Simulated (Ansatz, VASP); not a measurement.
Two plane-wave programs on Te2Pt (Moncheite)

```
Te Pt
1.0
     4.05195    0.00000    0.00000
    -2.02598    3.50909    0.00000
     0.00000    0.00000    5.09991
Te Pt
2 1
Direct
  0.33333 0.66667 0.26713
  0.66667 0.33333 0.73287
  0.00000 0.00000 0.00000
```

Alike in both runs: functional PBE; dispersion D3(BJ); k mesh 12 × 12 × 8; occupations fermi-dirac, width 0.15 eV; no spin polarisation.

Ansatz relaxed the structure, and its values are those at the end. VASP's run is a single point on that final structure, the one shown.

|  | VASP | Ansatz |
| --- | --- | --- |
| version | VASP 6.6.1 | Ansatz 0.2.0 |
| potentials or method | VASP PAW PBE potentials, release 64 (Te, Pt) | scalar-relativistic, plane waves, PAW |
| plane-wave cutoff (eV) | 520 | 420 |
| valence electrons in the cell | 22 | 50 |

VASP gave:

```
gap on the k mesh at the Fermi level (eV) : none
pressure (GPa)                            : -0.2
rms of the force components (eV/Å)        : 0.004
```

Q: What did Ansatz give for the same quantities?

A: gap on the k mesh at the Fermi level (eV): none; pressure (GPa): 0.0; rms of the force components (eV/Å): 0.000.

A gap of «none» marks a metal or a gap that the smearing closes. The two sets of potentials don't hold the same shells in valence.

Caveats: pairwise dispersion overbinds metals, which lowers pressure and volume. Spin-orbit coupling is left out, which matters for the levels of Pt, Te.
